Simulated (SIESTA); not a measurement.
HfO2 under changes of volume

One of the cells (11.152 Å³/atom); the others are scaled copies at fixed shape and fractional positions:

```
Hf O
1.0
     0.00000    2.55750    2.55750
     2.55750    0.00000    2.55750
     2.55750    2.55750    0.00000
Hf O
1 2
Direct
  0.00000 0.00000 0.00000
  0.75000 0.75000 0.75000
  0.25000 0.25000 0.25000
```

Measurements of this composition are mostly on another form, of space group No. 14.

| Quantity | Value |
| --- | --- |
| Program | SIESTA 5.4.2 |
| Functional | LDA |
| Potentials or basis | PseudoDojo 0.4 standard (LDA files) |
| Basis | DZP (energy shift 0.003 Ry; two zetas on semicore shells) |
| Grid cutoff | 800 Ry |
| Energy shift | 0.003 Ry |
| k mesh | 9 × 9 × 9 |
| Occupations | fermi-dirac, width 0.05 eV |
| Spin | no spin polarisation |

```csv
volume (Å³/atom),energy over the lowest point (meV/atom),pressure (GPa),gap on the mesh (eV)
10.483,0.00,0.0,3.67
10.706,4.00,-5.6,3.63
10.929,15.37,-10.7,3.58
11.152,33.53,-15.2,3.54
11.375,57.50,-19.2,3.48
11.598,86.84,-22.9,3.43
11.821,?,?,?
```

Problem. What does the run at 11.821 Å³/atom give?

Solution. Energy over the lowest point 120.90 meV/atom; pressure -26.0 GPa; gap on the mesh 3.38 eV.

Worked out: A Birch-Murnaghan fit of order 3 (a polynomial in V^(-2/3)) to the other rows has its minimum at 10.48 Å³/atom with B0 = V·E''(V) = 282 GPa and B' = 4.4. It gives 120.89 meV/atom at 11.821 Å³/atom, against the run's 120.90, and -dE/dV = -26.0 GPa, against -26.0. A parabola through the other rows of the gap, of slope -3.1 eV per unit of ln V there, extrapolates to 3.37 eV, against the run's 3.38.

Energies are extrapolated to zero smearing.

Caveats: short orbitals over semicore shells can move pressures by several GPa; spin-orbit coupling is left out, which moves the levels of the heavy elements; an odd mesh through Γ misses points on the zone boundary, where band edges often lie; the basis of atomic orbitals isn't converged, which shifts pressures, moduli and gaps.
